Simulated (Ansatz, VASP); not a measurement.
# Two plane-wave programs on Pd

The input INCAR:

```
PREC = Accurate
ENCUT = 520
EDIFF = 1E-6
ISMEAR = 0
SIGMA = 0.022
LREAL = False
LASPH = True
NELM = 100
ALGO = Normal
ISIF = 2
LWAVE = False
LCHARG = False
GGA = PE
NBANDS = 11
```

KPOINTS

```
regular mesh
0
Gamma
  12 12 12
```

The input POSCAR:

```
Pd
1.0
   -1.5722810000      1.5722810000      1.5722810000
    1.5722810000     -1.5722810000      1.5722810000
    1.5722810000      1.5722810000     -1.5722810000
Pd
1
Direct
    0.0000000000      0.0000000000      0.0000000000
```

The input input.yaml:

```yaml
crystal:
  lattice:
    - [-1.572281, 1.572281, 1.572281]
    - [1.572281, -1.572281, 1.572281]
    - [1.572281, 1.572281, -1.572281]
  atoms:
    - { symbol: Pd, position: [0.0, 0.0, 0.0] }
hamiltonian:
  xc: pbe
  pseudopotentials: { kind: paw }
kpoints:
  mp_grid: { grid: [12, 12, 12] }
scf:
  occupations: { method: gaussian, width: 0.022 }
output:
  forces: true
  stress: true
  eigenvalues: true
```

This isn't the form of Pd at room conditions, which is fcc.

Alike in both runs: task single point; functional PBE; k mesh 12 × 12 × 12; occupations gaussian, width 0.022 eV; no spin polarisation.

|  | VASP | Ansatz |
| --- | --- | --- |
| version | VASP 6.6.1 | Ansatz 0.2.0 |
| potentials or method | VASP PAW PBE potentials, release 64 (Pd) | Ansatz PAW |
| plane-wave cutoff (eV) | 520 | 420 |
| valence electrons in the cell | 10 | 18 |

Ansatz gave:

| Property | Result |
| --- | --- |
| gap on the k mesh at the Fermi level (eV) | none |
| pressure (GPa) | -1.2 |

**Question.** Estimate VASP's values.

**Answer.** gap on the k mesh at the Fermi level (eV): none; pressure (GPa): -1.5.

A gap of «none» marks a metal or a gap that the smearing closes. The two sets of potentials don't hold the same shells in valence.
